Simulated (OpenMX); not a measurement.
Sb:

```
Sb
1.0
    -1.87134    1.87134    1.87134
     1.87134   -1.87134    1.87134
     1.87134    1.87134   -1.87134
Sb
1
Direct
  0.00000 0.00000 0.00000
```

This isn't the form of Sb at room conditions, which is rhombohedral.

- Program: OpenMX 3.8.5
- Task: single point
- Functional: PBE
- Potentials or basis: OpenMX 2013 PBE set, Sb7.0-s3p2d2, grid cutoff 500 Ry
- k mesh: 11 × 11 × 11
- Occupations: fermi-dirac, width 0.05 eV
- Spin: no spin polarisation

On this cell: pressure 3.9 GPa; band gap on the k mesh none (metal or under the smearing width).

The same run follows on a disturbed copy (cell strained at random at fixed volume):

```
CELL_PARAMETERS angstrom
-1.91168 1.89860 1.91097
1.86645 -1.92422 1.89137
1.82583 1.83838 -1.93660
ATOMIC_POSITIONS crystal
Sb 0.00668 0.00212 0.01774
```

Problem. What does the disturbed cell give?

Solution. The energy (extrapolated to zero smearing) moves by +9.1 meV/atom; pressure 4.5 GPa; band gap on the k mesh none (metal or under the smearing width).

Caveats: the basis of atomic orbitals isn't converged, which shifts pressures, moduli and gaps.
